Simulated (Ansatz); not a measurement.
CoPt (L1₀ or tetragonal B2, space group No. 123) at seven volumes, the program Ansatz at the r²SCAN level (PAW), shape and atoms relaxed at each. One row is withheld.

| V (Å³/atom) | P (GPa) |
|---|---|
| 12.151 | 27.28 |
| 12.551 | 16.48 |
| 12.952 | 7.55 |
| 13.353 | 0.00 |
| 13.753 | -6.31 |
| 14.154 | ? |
| 14.554 | -15.70 |

Fit the shown pressures and predict the withheld one.

P = (3/2)B₀(x^(7/2) − x^(5/2))[1 + (3/4)(B′ − 4)(x − 1)] with x = (V₀/V)^(2/3). Least squares on the six rows gives V₀ = 13.353 Å³/atom, B₀ = 227 GPa, B′ = 5.11. At V = 14.154, x = 0.9619 and P = -11.40 GPa. The run itself gave -11.50 GPa.

Space group P4/mmm (L1₀ or tetragonal B2). The r²SCAN relaxation kept the symmetry of its start. Spin order of the final state: ferromagnetic, chosen from 5 collinear starts compared on coarse meshes (ties went to the first, and starts can fall back to one state), not a proven ground state. Textbook magnetic order: ferromagnetic. Other orbital occupations within this spin state were not tried. Spin–orbit coupling is left out wherever it is not named.

Potentials: the earlier of the program's two PAW sets.
